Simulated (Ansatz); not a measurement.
Input and command of a plane-wave DFT calculation in Ansatz:

```yaml
crystal:
  lattice:
    - [6.0675449544, -1.5078877696, 0.0008036699]
    - [6.0675449544, 1.5078877696, 0.0008036699]
    - [-1.3670051789, 0.0, 5.5862029332]
  atoms:
    - { symbol: Ga, position: [0.3411147121, 0.3411147121, 0.6856898659] }
    - { symbol: Ga, position: [0.6588852879, 0.6588852879, 0.3143101341] }
    - { symbol: Ga, position: [0.9093038744, 0.9093038744, 0.2049395904] }
    - { symbol: Ga, position: [0.0906961256, 0.0906961256, 0.7950604096] }
    - { symbol: O, position: [0.5035724649, 0.5035724649, 0.744203429] }
    - { symbol: O, position: [0.4964275351, 0.4964275351, 0.255796571] }
    - { symbol: O, position: [0.8269183839, 0.8269183839, 0.4377976377] }
    - { symbol: O, position: [0.1730816161, 0.1730816161, 0.5622023623] }
    - { symbol: O, position: [0.165693902, 0.165693902, 0.109345857] }
    - { symbol: O, position: [0.834306098, 0.834306098, 0.890654143] }
basis:
  ecutwfc: 420
  xc_grid: 2
kpoints:
  mp_grid: { grid: [10, 10, 6] }
  band_path: { path: [VBM, CBM], npoints: 2 }
hamiltonian:
  xc: lda
scf:
  occupations: { method: gaussian, width: 0.01 }
output:
  forces: true
  stress: true
  eigenvalues: true
```

```bash
ansatz run input.yaml --threads 4 --pin off --max-ram 8192MiB --backend cpu --events-out ev --progress --plain --runs-dir out
```

Processor: AMD EPYC (Zen 3), 4 threads, on a host shared with other jobs.

Estimate time, memory and problem size.

About 100 s on 4 threads of AMD EPYC (Zen 3), with other jobs on the host, peak memory 0.91 GiB. It solves 54 bands at 172 k points (the mesh reduced by the symmetry that the task leaves, which can be less than the crystal's) with about 1991 plane waves, in 8 SCF iterations.
